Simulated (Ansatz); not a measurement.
Relaxing an invented CoO structure

All numbers below come from DFT PBE, scalar-relativistic, plane waves, PAW in Ansatz 0.2.0. Cutoff 420 eV, Gaussian smearing, Γ-centred meshes. Cell and atoms relax first on a coarse mesh and then on a finer one. In between, the cell is made exact in the group found at 0.06 Å. In metals the finer mesh still leaves noise of several meV/atom or more. The steps can't lower the symmetry of their start. Collinear spin, starting moments Co 3.0 (×2) μB.

The guess for CoO is a distorted database cell: CoO type (Fm-3m) distorted into a subgroup (R-3m, No. 166) (cell multiple 2; largest shift (Å) 0.33).

```yaml
crystal:
  lattice:
    - [1.56615, 0.90421, 4.53744]
    - [-1.56615, 0.90421, 4.53744]
    - [0.00000, -1.80843, 4.53744]
  atoms:
    - { symbol: Co, position: [0.27235, 0.27235, 0.27235] }
    - { symbol: Co, position: [0.72765, 0.72765, 0.72765] }
    - { symbol: O, position: [0.50000, 0.50000, 0.50000] }
    - { symbol: O, position: [0.00000, 0.00000, 0.00000] }
```

The zero of energy is the elements' standard structures at the same level (O₂ as a molecule); no fitted shifts are applied.

Q: Describe the relaxed structure.

A: The symmetry stays R-3m (No. 166). The volume per atom shrinks by 1.4 %, from 9.6 to 9.5 Å³. The shortest distance goes from 1.99 Å (Co–O) to 2.12 Å (Co–O). The ratio c/a of the conventional cell changes by a factor of 0.51. The energy falls by about 0.19 eV/atom (the start's value is from the coarse mesh). The end is written in a standard setting, so origin, axes and order of atoms can differ from the start's. Conventional cell: a = 3.091 Å, c = 6.893 Å. Co is surrounded by 6 O at 2.12 Å; O has 6 Co at 2.12 Å.

```cif
data_structure
_symmetry_space_group_name_H-M 'P 1'
_symmetry_Int_Tables_number 1
_cell_length_a 2.9095
_cell_length_b 2.9095
_cell_length_c 2.9095
_cell_angle_alpha 64.180
_cell_angle_beta 64.180
_cell_angle_gamma 64.180
_cell_volume 19.02
loop_
_atom_site_label
_atom_site_type_symbol
_atom_site_fract_x
_atom_site_fract_y
_atom_site_fract_z
_atom_site_occupancy
Co1 Co 0.50000 0.50000 0.50000 1
O1 O 0.00000 0.00000 0.00000 1
```

Q: Give its energy and gap.

A: The energy over the elements is −0.49 eV/atom. The gap on the 24×24×24 mesh of the 2-atom cell is 0 eV (a metal), the net moment per atom is 1.44 μB and the moment by site is Co 2.5; O 0.3 μB.

It lies below the elements, which doesn't yet make it stable against other compounds or structures.

The last run used collinear spin and Gaussian smearing of 0.10 eV. In such compounds of Co a zero gap at this level may well be an artefact, since no Hubbard U is applied. The magnetic state reached may not be the lowest. Symmetry constrained the relaxation, so the result can be a saddle point. In all, the 3 runs took 16 min on 1 thread of Intel(R) Xeon(R) Processor @ 2.50GHz (Skylake/Cascade Lake), on a shared host. Site moments count only spheres around the atoms; the net moment includes the space between them.
